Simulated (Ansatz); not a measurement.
Starting cell, Li3N (Li3N type, space group P6/mmm):

```
CELL_PARAMETERS angstrom
      7.21954     0.00000     0.00000
     -1.80489     3.12615     0.00000
      0.00000     0.00000     3.85578
ATOMIC_POSITIONS crystal
  Li 0.00000 0.00000 0.50000
  Li 0.50000 0.00000 0.50000
  Li 0.16667 0.66667 0.00000
  Li 0.66667 0.66667 0.00000
  Li 0.33333 0.33333 0.00000
  Li 0.83333 0.33333 0.00000
  N  0.00000 0.00000 0.00000
  N  0.50000 0.00000 0.00000
```

A phonon eigenvector at M = (0.5, 0.0, 0.0) is frozen into this cell: atom i moves by Q times the vector below, so Q is the largest atomic displacement, in Å. The cell is held. (q is in reciprocal vectors of the primitive cell; the cell shown is doubled to hold the pattern.)

```
atom       x       y      z
----  ------  ------  -----
Li1   -0.500   0.866  0.000
Li2    0.500  -0.866  0.000
Li3   -0.067   0.116  0.000
Li4    0.067  -0.116  0.000
Li5    0.067  -0.116  0.000
Li6   -0.067   0.116  0.000
N7    -0.217   0.375  0.000
N8     0.217  -0.375  0.000
```

The numbers are results of r2SCAN (plane waves to 500 eV, PAW, scalar-relativistic; Ansatz, a program for electronic structure), not measurements. k mesh 11×11×9 (Γ-centred), Fermi-Dirac smearing 0.05 eV. Li3N was relaxed with its symmetry unable to fall. 

```tsv
Q (Å)	−dE/dQ from forces (eV/Å)
-0.100	0.473
-0.083	0.394
-0.067	0.316
-0.050	0.237
-0.033	0.158
-0.017	0.079
0.000	0.000
0.017	-0.079
0.033	-0.158
0.050	-0.237
0.067	-0.316
0.083	-0.394
0.100	-0.473
```

Question: What harmonic wavenumber does the curvature at Q = 0 give?

Answer: 256 cm⁻¹. E″ = 4.74 eV/Å², M = Σ mᵢ|uᵢ|² = 19.6 u, ν̃ = 521.5·√(|E″|/M).

(A displaced cell: forces are minus the slopes of the energy, force constants its curvatures, and phonons follow from these.)
